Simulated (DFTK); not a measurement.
## Pt in DFTK: convergence with k mesh

Crystal: Pt.

```
Pt
1.0
     0.00000    1.96090    1.96090
     1.96090    0.00000    1.96090
     1.96090    1.96090    0.00000
Pt
1
Direct
  0.00000 0.00000 0.00000
```

- Program: DFTK 0.8.2
- Task: convergence study
- Functional: PBE
- Potentials or basis: dojo.nc.sr.pbe.v0_4_1.standard.upf (PBE)
- Cutoff: 1143 eV
- k mesh: 2 × 2 × 2
- Occupations: fermi-dirac, width 0.15 eV
- Spin: no spin polarisation

These are the settings of the first run; the series varies k mesh, with any setting tied to it.

Hardware: 1 thread of Intel(R) Xeon(R) Platinum 8375C CPU @ 2.90GHz (Ice Lake) (shared host).

**Question.** The values tried are 2 × 2 × 2, 4 × 4 × 4, 5 × 5 × 5, 7 × 7 × 7, 9 × 9 × 9, 11 × 11 × 11, 13 × 13 × 13, 16 × 16 × 16, loosest first. From which on does the pressure stay within 0.1 GPa of the tightest run that finished?

**Answer.** From 13 × 13 × 13 on.

```tsv
k mesh	energy less the tightest run, at zero smearing (meV/atom)	pressure (GPa)	SCF cycles
2 × 2 × 2	4589.54	78.21	10
4 × 4 × 4	-125.11	8.23	9
5 × 5 × 5	301.50	15.44	9
7 × 7 × 7	32.52	11.49	9
9 × 9 × 9	-26.06	9.82	9
11 × 11 × 11	-8.93	9.90	9
13 × 13 × 13	6.24	10.20	9
16 × 16 × 16	0.00	10.15	9
```

Not settled before the last step: the energy (to 1 meV/atom). Meshes of other sizes hit other points, so gaps and Fermi surfaces needn't settle smoothly. The tightest run that finished is the yardstick and may itself not be fully converged.

Spin-orbit coupling is left out, which matters for the levels of Pt.
